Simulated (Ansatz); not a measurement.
# Ni: a single-point calculation

The task is one self-consistent run of Ni. System: Ni, the deposited crystal structure (space group Fm-3m); the cell holds 1 atom. Source: COD entry 4320489, which need not be the ambient phase.

Program: Ansatz 0.2.0. Level of theory: DFT PBE, PAW, plane waves, scalar-relativistic. These are calculated values, not measurements.

1 further run of the same task is left out (it didn't finish).

### 1 Starting point

The structure is cubic, space group Fm-3m (No. 225). Conventional cell: a = 3.527 Å, b = 3.527 Å, c = 3.527 Å, α = 90.00°, β = 90.00°, γ = 90.00°. Ni (site symmetry m-3m) is surrounded by 12 Ni at 2.49 Å.

As a file:

```
CELL_PARAMETERS angstrom
0.00000 1.76353 1.76353
1.76353 0.00000 1.76353
1.76353 1.76353 0.00000
ATOMIC_POSITIONS crystal
Ni 0.00000 0.00000 0.00000
```

Atoms are counted from 1 in the order of input.yaml (Ni1 and so on).

The search for lower states is off throughout, and inputs that name a mixer don't switch to direct minimisation unless they say so. Spin is collinear, with starting moments Ni1 2.00 μB. β is the mixing step of the charge; the magnetisation has a step of its own, which the program sets unless it is named.

### 2 The run

input.yaml reads:

```yaml
crystal:
  lattice:
    - [0.0, 1.76353, 1.76353]
    - [1.76353, 0.0, 1.76353]
    - [1.76353, 1.76353, 0.0]
  atoms:
    - { symbol: Ni, position: [0.0, 0.0, 0.0], spin: 2.0 }
magnetization:
  spin_polarized: true
hamiltonian:
  xc: pbe
  pseudopotentials: { kind: paw }
basis:
  ecutwfc: 420
kpoints:
  mp_grid: { grid: [13, 13, 13] }
scf:
  occupations: { method: gaussian, width: 0.1 }
  lower_state_search: "off"
  algorithm: density_mixing
  max_iter: 60
  mixing: { algorithm: anderson, ndim: 8, beta: 3.0 }
output:
  forces: true
  stress: true
```

On the command line:

```bash
ansatz run input.yaml --threads 2 --pin off --max-ram 5120MiB --backend cpu --events-out ev --progress --plain --runs-dir out
```

Log:

```text
Error: invalid value for `scf.mixing.beta`: must be finite and in (0, 1]; got 3
```

Wall time 0.03 s (2 threads of Arm Neoverse N1, shared host); peak memory 0.031 GiB.

### 3 Diagnosis

No iteration ran: the input was refused. Its message: invalid value for `scf.mixing.beta`: must be finite and in (0, 1]; got 3

Each of these is now tried alone: β lowered to 0.75; back to the default settings.

### 4 β lowered to 0.75

input.yaml, as its differences from that of step 2:

```diff
@@ -21,3 +21,3 @@
   max_iter: 60
-  mixing: { algorithm: anderson, ndim: 8, beta: 3.0 }
+  mixing: { algorithm: anderson, ndim: 8, beta: 0.75 }
 output:
```

On the command line:

```bash
ansatz run input.yaml --threads 2 --pin off --max-ram 5120MiB --backend cpu --events-out ev --progress --plain --runs-dir out
```

Log:

```text
Engine: ansatz 0.2.0, aarch64-unknown-linux-gnu
Pseudopotentials: kind: paw
Pseudopotential: Ni, paw, valence charge 18, recommended cutoff 420 eV (normal), Ni.paw.azcp
Functional definition: PBE
  parameter kappa = 0.804
  parameter beta = 0.06672455060314922
  exchange = pbe_x(kappa = kappa, mu = beta*pi^2/3)
  correlation = pbe_c(beta = beta)
Crystal: 1 atoms, lattice volume = 10.969 Å³
Basis set: ecut = 420 eV, 181 PW (Γ), exchange–correlation on 36×36×36 points (8 copies of the dense FFT grid, shifted against one another)
Bands: 14, of which v1, the nominal top of the filled ones, is band 9 counted from 1 (8 counted from 0)
Symmetry: 48 space group operations
Space group: Fm-3m (ITA 225), of the structure as read, at distance tolerance 2.2e-5 Å
Magnetic group: BNS 225.116 (UNI 1618), of the structure as read, at distance tolerance 2.2e-5 Å
k-points: 84 of 2197
Non-local potential: Ni, projectors of the file, l = 0: 3, l = 1: 2, l = 2: 3, l = 3: 1
PAW form: soft (Blöchl's): semilocal exchange-correlation on the pseudo side does not see the compensation charge
PAW one-centre angular grid: Ni, 590 points (default); XC on 64 Gauss nodes
Initial density: superposition of atomic densities (chi_scale 0.1, normalization cell)
Starting moments: Σ|m| = 2 μB on 1 of 1 site
Initial wavefunctions: pseudopotential atomic-orbital guess
Functional: x = pbe(κ = 0.804, μ = 0.2195149727645171), c = pbe(β = 0.06672455060314922)
iter 1 solved again at ethr=5.68e-5 eV; its pass at ethr=3.10e-3 eV (dr2=1.02e-2 eV) is discarded
SCF iter   1: F=—  HF=-5839.452787 eV  |F-HF|=—  |Δ(HF+E_count)|=         —  Δρ=1.25e-1 (↑1.14e-1 ↓1.25e-1)  dr2=9.90e-3  dr2_m=1.42e0  M=0.953 μB ∫|m|=1.054 μB  β_m=1.43  ethr=5.68e-5  ⟨swp⟩=1.0  Hψ=15993  notcnv=0
Mixer restart at iter 1: flushing history
preconditioner: auto → none  [metal: Δε(μ)=0.008 eV  Ē_g=16.769 eV  σ=0.100 eV  W_gap=0.05  n_scr=0 (ndim 8)  ℏωp=35.5 eV  f_vac=0.000  D(μ)=1.54/eV (n_scr^D=26)]
spin-set hold released at iteration 1 (the charge has settled, or the pull on large starting moments outlasts its swing): the magnetisation degrees of freedom join the quasi-Newton model from the next iteration; the mixer history was flushed
SCF iter   2: F=—  HF=-5839.427282 eV  |F-HF|=—  |Δ(HF+E_count)|=   2.55e-2  Δρ=2.75e-2 (↑2.75e-2 ↓1.83e-2)  dr2=7.84e-3  dr2_m=5.10e-2  M=0.725 μB ∫|m|=0.914 μB  β_m=3.00  ethr=5.50e-5  ⟨swp⟩=2.0  Hψ=4705  notcnv=0  κ⁻¹=1.0e0(r=1)
SCF iter   3: F=—  HF=-5839.695743 eV  |F-HF|=—  |Δ(HF+E_count)|=   2.68e-1  Δρ=1.90e-2 (↑1.90e-2 ↓1.32e-2)  dr2=2.37e-3  dr2_m=2.57e-2  M=0.692 μB ∫|m|=0.832 μB  β_m=3.00  ethr=4.35e-5  ⟨swp⟩=2.0  Hψ=4686  notcnv=0  κ⁻¹=2.5e-2(r=2)
SCF iter   4: F=—  HF=-5839.715911 eV  |F-HF|=—  |Δ(HF+E_count)|=   2.02e-2  Δρ=2.01e-2 (↑8.39e-3 ↓2.01e-2)  dr2=1.00e-2  dr2_m=1.97e-2  M=0.651 μB ∫|m|=0.761 μB  β_m=3.00  ethr=1.32e-5  ⟨swp⟩=2.0  Hψ=4738  notcnv=0  κ⁻¹=1.3e-3(r=3)
SCF iter   5: F=—  HF=-5839.723483 eV  |F-HF|=—  |Δ(HF+E_count)|=   7.57e-3  Δρ=8.14e-3 (↑4.74e-3 ↓8.14e-3)  dr2=1.07e-3  dr2_m=4.02e-3  M=0.642 μB ∫|m|=0.733 μB  β_m=3.00  ethr=1.32e-5  ⟨swp⟩=1.9  Hψ=3570  notcnv=0  κ⁻¹=3.9e-4(r=4)
SCF iter   6: F=—  HF=-5839.726114 eV  |F-HF|=—  |Δ(HF+E_count)|=   2.63e-3  Δρ=4.59e-3 (↑1.40e-3 ↓4.59e-3)  dr2=7.74e-4  dr2_m=8.42e-4  M=0.637 μB ∫|m|=0.738 μB  β_m=3.00  ethr=5.96e-6  ⟨swp⟩=2.0  Hψ=3553  notcnv=0  κ⁻¹=1.4e-4(r=5)
SCF iter   7: F=—  HF=-5839.726910 eV  |F-HF|=—  |Δ(HF+E_count)|=   7.96e-4  Δρ=2.40e-3 (↑1.02e-3 ↓2.40e-3)  dr2=1.20e-4  dr2_m=2.93e-4  M=0.636 μB ∫|m|=0.733 μB  β_m=3.00  ethr=4.30e-6  ⟨swp⟩=1.7  Hψ=3051  notcnv=0  κ⁻¹=2.5e-5(r=6)
SCF iter   8: F=—  HF=-5839.727218 eV  |F-HF|=—  |Δ(HF+E_count)|=   3.08e-4  Δρ=1.24e-3 (↑8.72e-4 ↓1.24e-3)  dr2=9.32e-6  dr2_m=1.12e-4  M=0.635 μB ∫|m|=0.728 μB  β_m=3.00  ethr=6.67e-7  ⟨swp⟩=1.6  Hψ=2808  notcnv=0  κ⁻¹=6.1e-8(r=7)
SCF iter   9: F=—  HF=-5839.727294 eV  |F-HF|=—  |Δ(HF+E_count)|=   7.62e-5  Δρ=5.56e-4 (↑4.20e-4 ↓5.56e-4)  dr2=1.28e-6  dr2_m=2.39e-5  M=0.634 μB ∫|m|=0.725 μB  β_m=3.00  ethr=5.18e-8  ⟨swp⟩=2.2  Hψ=3772  notcnv=0  κ⁻¹=9.1e-7(r=7)
SCF iter  10: F=—  HF=-5839.727318 eV  |F-HF|=—  |Δ(HF+E_count)|=   2.40e-5  Δρ=4.07e-5 (↑1.24e-5 ↓4.07e-5)  dr2=4.94e-8  dr2_m=6.87e-8  M=0.633 μB ∫|m|=0.723 μB  β_m=3.00  ethr=7.13e-9  ⟨swp⟩=2.0  Hψ=3906  notcnv=0  κ⁻¹=2.5e-7(r=7)
iter 11 did not close the SCF: its close was put off for a magnetic moment that had not settled (scf_convergence_deferred on its scf_iter line)
SCF iter  11: F=-5839.727318 eV  HF=-5839.727318 eV  |F-HF|=2.20e-8  |Δ(HF+E_count)|=   2.76e-7  Δρ=2.89e-5 (↑7.45e-6 ↓2.89e-5)  dr2=5.62e-8  dr2_m=2.08e-8  M=0.633 μB ∫|m|=0.723 μB  β_m=3.00  ethr=2.75e-10  ⟨swp⟩=3.8  Hψ=6832  notcnv=0  κ⁻¹=2.3e-7(r=7)
iter 12 met the thresholds in force, and the SCF goes on: an eigenvalue changes by 0.62 meV, over its tolerance of 0.50 meV (output.eigenvalues, Limitations)
SCF iter  12: F=-5839.727318 eV  HF=-5839.727318 eV  |F-HF|=9.67e-9  |Δ(HF+E_count)|=   1.83e-8  Δρ=1.02e-5 (↑6.11e-6 ↓1.02e-5)  dr2=1.50e-8  dr2_m=5.73e-10  M=0.633 μB ∫|m|=0.723 μB  β_m=3.00  ethr=2.75e-10  ⟨swp⟩=2.2  Hψ=7208  notcnv=0  κ⁻¹=8.6e-8(r=7)
SCF iter  13: F=-5839.727318 eV  HF=-5839.727318 eV  |F-HF|=3.48e-9  |Δ(HF+E_count)|=   4.26e-9  Δρ=4.08e-6 (↑4.08e-6 ↓3.45e-6)  dr2=2.39e-11  dr2_m=1.42e-9  M=0.633 μB ∫|m|=0.723 μB  ethr=8.31e-11  ⟨swp⟩=2.0  Hψ=6935  notcnv=0
SCF 1 converged in 13 iterations: F = -5839.727318 eV  dr2 = 2.39e-11
this state was not tested for a lower state beside it, because the mixer in use, unlike msr1, does not test its closes by its own steps (another_mixer; see scf.mixing.algorithm and scf.lower_state_search)
SCF converged after 13 iterations
an eigenvalue changed by more than its tolerance at an iteration that met the thresholds in force, so the SCF went on 1 time: the last check found none over its tolerance
Magnetization: 0.6330 μB (9.3165 up, 8.6835 down)
Absolute magnetization: 0.7233 μB (∫|ρ↑−ρ↓|, with the PAW one-centre terms)
Spin contamination: 0.0069 ħ² per cell (⟨S²⟩ above its minimum at these occupations)
Per-site moments (μB) at R_I (Å): [(0.6712561703525013, 1.0287783180063776)]
Free energy (F): -5839.727318 eV
Harris-Foulkes:  -5839.727318 eV  (|F-HF|=3.48e-9)
Internal energy: -5839.719244 eV  (E = F + TS)
E sigma→0 (E₀):  -5839.723281 eV
Entropy (-TS):   -0.008074 eV (-8.074 meV/atom)
Fermi energy:    18.008379 eV
--- Per-component energies (eV) ---
  E_band       = -287.325321
  E_kinetic    = 281.949326
  E_local      = -3450.522327  (includes V_loc(G=0)·N_el)
  E_nonlocal   = 635.612809
  E_hartree    = 1440.023032
  E_xc         = -84.719386
  E_vxc        = -109.239831  (∫ρ·V_xc dr)
  E_paw        = -1629.706925  (= ΣΔE_a)
  E_vpaw       = -525.171622  (= ΣTr[D̂ρ^β])
  E_aug_tail   = 0.000614  (compensation charges beyond the density's cutoff)
  E_ewald      = -3032.356389
  E_smearing   = -0.008074  (= −TS)
  E_closure    = -0.000000  (closes the sum)
  Σ components = -5839.727318   (vs F -5839.727318, Δ=0.00e0)
--- Forces (eV/Å), atoms counted from 1 ---
  atom   1  Ni    -0.00000000     0.00000000     0.00000000
  max |Σ_I F_I| component: 1.73e-31 eV/Å
--- Stress (GPa, compression-positive) ---
       -1.540138      -0.000000       0.000000
       -0.000000      -1.540138       0.000000
        0.000000       0.000000      -1.540138
  P = ⅓ Tr σ = -1.5401 GPa (-15.401 kbar)
```

Run time: 2.7 s. Hardware: 2 threads of Arm Neoverse N1, shared host; peak memory 0.26 GiB.

Converged in 13 iterations, ferromagnetic, site moments Ni1 0.67 μB, total 0.63 μB per cell, no gap on the k-mesh.

### 5 Back to the default settings

input.yaml, as its differences from that of step 2:

```diff
@@ -19,5 +19,2 @@
   lower_state_search: "off"
-  algorithm: density_mixing
-  max_iter: 60
-  mixing: { algorithm: anderson, ndim: 8, beta: 3.0 }
 output:
```

On the command line:

```bash
ansatz run input.yaml --threads 2 --pin off --max-ram 5120MiB --backend cpu --events-out ev --progress --plain --runs-dir out
```

Its history (converged in 10 iterations):

| iteration | Harris–Foulkes energy + 5840 (eV) | largest residual (eV) | M (μB) | ∫|m| (μB) |
| --- | --- | --- | --- | --- |
| 1 | 0.5472 | 1.42e+00 | 0.95 | 1.05 |
| 2 | 0.4404 | 8.29e-01 | 0.90 | 1.01 |
| 3 | 0.2750 | 2.53e-02 | 0.65 | 0.78 |
| 4 | 0.2713 | 1.29e-02 | 0.63 | 0.75 |
| 5 | 0.2736 | 1.53e-03 | 0.63 | 0.74 |
| 6 | 0.2728 | 5.44e-04 | 0.64 | 0.73 |
| 7 | 0.2727 | 3.16e-05 | 0.63 | 0.72 |
| 8 | 0.2727 | 1.78e-07 | 0.63 | 0.72 |
| 9 | 0.2727 | 1.75e-08 | 0.63 | 0.72 |
| 10 | 0.2727 | 4.77e-10 | 0.63 | 0.72 |

It took 2.2 s on 2 threads of Arm Neoverse N1, shared host; peak memory 0.26 GiB.

The run closes after 10 iterations, ferromagnetic, site moments Ni1 0.67 μB, total 0.63 μB per cell, no gap on the k-mesh. Against step 4: the same free energy.

### 6 All tries on one scale

Decimal logarithm of the largest residual (eV) by iteration, counted through all cycles of a run:

| iteration | step 4 | step 5 |
| --- | --- | --- |
| 1 | 0.2 | 0.2 |
| 2 | -1.3 | -0.1 |
| 3 | -1.6 | -1.6 |
| 4 | -1.7 | -1.9 |
| 5 | -2.4 | -2.8 |
| 6 | -3.1 | -3.3 |
| 8 | -4.0 | -6.7 |
| 9 | -4.6 | -7.8 |
| 10 | -7.2 | -9.3 |
| 11 | -7.3 | - |
| 12 | -7.8 | - |
| 13 | -8.8 | - |

### 7 Summary of results

```
                    quantity                                                                                  value
                   first try                                                                          input refused
   step 4: β lowered to 0.75                                                             converged in 13 iterations
step 5: the default settings                                                             converged in 10 iterations
     state reached in step 5  ferromagnetic, site moments Ni1 0.67 μB, total 0.63 μB per cell, no gap on the k-mesh
         largest force there                                                                             0.000 eV/Å
```

In words: 2 of 2 changes make it converge; “the default settings” does so in 10 iterations, and none in fewer.
